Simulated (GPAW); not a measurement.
# free-standing square Nb monolayer, spacing 2.904 A: parallel, opposed and spinless runs

Wanted: the moments of free-standing square Nb monolayer, spacing 2.904 A and the energy of each order that was tried.

Main program and level: GPAW 26.7.0; PBE; plane waves with GPAW's PAW setups, scalar-relativistic.

This is a report of a sequence of runs, with most program output left out.

## Step 1: Starting point

The cell holds 1 atom: 1 Nb. Cell: a = 2.904 Å, b = 2.904 Å, c = 14.000 Å, α = 90.0°, β = 90.0°, γ = 90.0°. model lattice. Vacuum lies along c.

## Step 2: Order 1, typed as ferro +

Parallel moments need no larger cell; this start tests for a ferromagnetic state only.

Input file order1.py:

```python
import json
import numpy as np
from ase import Atoms
from ase.parallel import paropen, parprint
from gpaw import GPAW

atoms = Atoms(['Nb'],
    cell=[[2.904, 0.0, 0.0],
         [0.0, 2.904, 0.0],
         [0.0, 0.0, 14.0]],
    scaled_positions=[[0.0, 0.0, 0.5]],
    pbc=True,
    magmoms=[1.0])
atoms.calc = GPAW(mode={'name': 'pw', 'ecut': 550},
    xc='PBE',
    kpts={'size': (10, 10, 1), 'gamma': True},
    occupations={'name': 'fermi-dirac', 'width': 0.05},
    convergence={'density': 1e-05, 'energy': 1e-05},
    maxiter=200,
    txt='order1.txt')
e = atoms.get_potential_energy(force_consistent=True)
res = {'free_energy': e, 'energy_sigma0': atoms.get_potential_energy(), 'fermi_energy': atoms.calc.get_fermi_level()}
res['moments'] = atoms.get_magnetic_moments().tolist()
res['total'] = atoms.get_magnetic_moment()
parprint('site moments (muB):', np.round(res['moments'], 3))
parprint(f"total moment: {res['total']:.3f} muB")
parprint(f'free energy: {e:.6f} eV')
atoms.calc.write('order1.gpw')
with paropen('results.json', 'w') as f:
    json.dump(res, f)
```

The run is started by

```bash
$ OMP_NUM_THREADS=1 python3 order1.py > order1.log
```

It took 33 s on 1 MPI rank of AMD EPYC 7R43, shared host; peak memory 0.22 GiB.

Numbers from this step:

- magnetization: 0.2333 μB
- final state: weakly magnetic
- largest moment: 0.1257 μB

After 15 cycles the largest moment is only 0.126 μB.

## Step 3: Run 2 (antiferro q=(1/2,1/2,0) +-)

An opposed order shows whether the pairs that it reverses prefer unlike signs.

The cell is doubled to 2 atoms to hold this order. Its mesh is chosen so that both cells sample the same points.

Input file order2.py:

```python
import json
import numpy as np
from ase import Atoms
from ase.parallel import paropen, parprint
from gpaw import GPAW

atoms = Atoms(['Nb', 'Nb'],
    cell=[[5.808, 0.0, 0.0],
         [2.904, 2.904, 0.0],
         [0.0, 0.0, 14.0]],
    scaled_positions=[[0.0, 0.0, 0.5],
         [0.5, 0.0, 0.5]],
    pbc=True,
    magmoms=[1.0, -1.0])
atoms.calc = GPAW(mode={'name': 'pw', 'ecut': 550},
    xc='PBE',
    kpts={'size': (5, 10, 1), 'gamma': True},
    occupations={'name': 'fermi-dirac', 'width': 0.05},
    convergence={'density': 1e-05, 'energy': 1e-05},
    maxiter=200,
    txt='order2.txt')
e = atoms.get_potential_energy(force_consistent=True)
res = {'free_energy': e, 'energy_sigma0': atoms.get_potential_energy(), 'fermi_energy': atoms.calc.get_fermi_level()}
res['moments'] = atoms.get_magnetic_moments().tolist()
res['total'] = atoms.get_magnetic_moment()
parprint('site moments (muB):', np.round(res['moments'], 3))
parprint(f"total moment: {res['total']:.3f} muB")
parprint(f'free energy: {e:.6f} eV')
atoms.calc.write('order2.gpw')
with paropen('results.json', 'w') as f:
    json.dump(res, f)
```

The run is started by

```bash
$ OMP_NUM_THREADS=1 python3 order2.py > order2.log
```

The job ended after 2.6 min (1 MPI rank; peak memory 0.43 GiB).

Read from the output:

```
final state : non-magnetic
```

It lies 0.823 meV a seeded atom over the first start.

## Step 4: Run 3 (no spin polarisation)

This run holds no moments, which gives a state to set the others against.

Input file nospin.py:

```python
import json
import numpy as np
from ase import Atoms
from ase.parallel import paropen, parprint
from gpaw import GPAW

atoms = Atoms(['Nb'],
    cell=[[2.904, 0.0, 0.0],
         [0.0, 2.904, 0.0],
         [0.0, 0.0, 14.0]],
    scaled_positions=[[0.0, 0.0, 0.5]],
    pbc=True)
atoms.calc = GPAW(mode={'name': 'pw', 'ecut': 550},
    xc='PBE',
    kpts={'size': (10, 10, 1), 'gamma': True},
    occupations={'name': 'fermi-dirac', 'width': 0.05},
    convergence={'density': 1e-05, 'energy': 1e-05},
    maxiter=200,
    txt='nospin.txt')
e = atoms.get_potential_energy(force_consistent=True)
res = {'free_energy': e, 'energy_sigma0': atoms.get_potential_energy(), 'fermi_energy': atoms.calc.get_fermi_level()}
parprint(f'free energy: {e:.6f} eV')
atoms.calc.write('nospin.gpw')
with paropen('results.json', 'w') as f:
    json.dump(res, f)
```

The run is started by

```bash
$ OMP_NUM_THREADS=1 python3 nospin.py > nospin.log
```

It took 16 s on 1 MPI rank; peak memory 0.17 GiB.

This step gave:

| Quantity | Value |
| --- | --- |
| final state | non-magnetic (no spin polarisation) |

It lies 0.896 meV a seeded atom over the first start.

## Step 5: The states side by side

These are free energies at a smearing of 0.05 eV, so its entropy term is in the differences. They are divided by the number of seeded atoms, so that cells of unlike size compare. Wavevectors q in the names are fractions of the reciprocal vectors of the first run's cell.

Orders:

```tsv
start	final state	typed order kept	energy over the lowest (meV a seeded atom)	largest site moment (μB)	net moment (μB a primitive cell)	mesh matched	CPU time (s)
ferro +	weakly magnetic	yes	0	0.1257	0.2333	yes	33.13
antiferro q=(1/2,1/2,0) +-	non-magnetic	no	0.8229	5.43e-5	0	yes	153.6
no spin polarisation	non-magnetic	-	0.8962	0	0	yes	15.76
```

## Step 6: Results

```json
{
 "lowest state found": "weakly magnetic (typed ferro +)",
 "largest site moment": "0.126 μB",
 "next state": "non-magnetic, 0.823 meV a seeded atom higher",
 "energy gained by spin polarisation": "0.896 meV a seeded atom"
}
```

In words: The lowest state found is weakly magnetic, reached from the start ferro +, with moments up to 0.126 μB. The two lowest states lie so close that the mesh, the functional or spin–orbit coupling could swap them. Spin polarisation gains little. 1 start left the typed pattern (a sign turned or a seeded moment died), so such an energy belongs to the state reached, not the one typed. This is the lowest of 3 finished starts, no proof of the ground state.

[Logs and program files are shortened in this print: banners, set-up blocks, solver, clock and traceback lines can be left out without a mark of their own.]

[Logs are printed without paths, hosts, clocks, repeated set-up lines and the standing remarks that a program may print on its own settings, such as how far it seeks lower states.]

[Hosts, paths, dates, database ids (printed as entryN), source tags and the programs' standing remarks are cut or masked in the printed files.]

[Where a cell is said to come from a database of computed structures, the database is the Materials Project.]
